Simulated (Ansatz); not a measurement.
## Te (trigonal): a workflow

**The experiment.** The Crystallography Open Database holds a cell as deposited of trigonal Te (space group P3_121), temperature not stated (2003): a, c = 4.458, 5.925 Å, 33.99 Å³/atom.

Level of theory: DFT, LDA, scalar-relativistic, no spin polarisation; plane waves to 420 eV with PAW datasets (Ansatz 0.2.0), Γ-centred 10×10×8 mesh, 0.05 eV Gaussian smearing. The datasets are Ansatz's generated set soft_2.

Starting cell, 0 % under the database's volume:

```xyz
3
Lattice="4.6987 0.0000 0.0000 -2.3493 4.0692 0.0000 0.0000 0.0000 5.3308" Properties=species:S:1:pos:R:3 pbc="T T T"
Te    1.0591    0.0000    4.4423
Te   -0.5295    0.9172    0.8885
Te    1.8198    3.1520    2.6654
```

The runs in order:

```tsv
run	level	k-mesh	kind	V (Å³/atom)	P (GPa)	E − E(final) (meV/atom)	gap on the mesh (eV)
1	LDA	10×10×8	cell and atoms relaxed	31.33	0.0	0.0	0.29
```

The final structure (symmetry read at 0.01 Å). Symmetry: P3_121, No. 152, trigonal system. Conventional cell: a = 4.282 Å, b = 4.282 Å, c = 5.919 Å, α = 90.00°, β = 90.00°, γ = 120.00°. Te (site symmetry 2) has 6 Te at 2.90 to 3.31 Å as nearest neighbours. (Neighbours are counted to 15 % beyond the shortest distance.)

```json
{"atom": "Te", "site": "3b", "symmetry": ".2.", "x": "0.2864", "y": "0.0000", "z": "0.8333"}
```

At the final geometry the gap, band path included, is zero (metallic). The runs in the table took roughly 1.1 core-minutes.

**Against experiment.** LDA gives 4.282, 5.919 Å and 31.33 Å³/atom, −7.8 % in volume (−2.7 % in length) from the database's cell. The axes miss by −3.9 %, −0.1 %. LDA overbinds and usually gives cells that are too small. The database's entry may also be off.

Scalar-relativistic only: spin–orbit splittings of the heavy atoms' levels are missing.

For this crystal the k-mesh misses a band edge: under LDA at the relaxed cell a band path gives a gap of zero (metallic) where the mesh alone gives 0.29 eV, so gaps on the mesh are upper bounds.
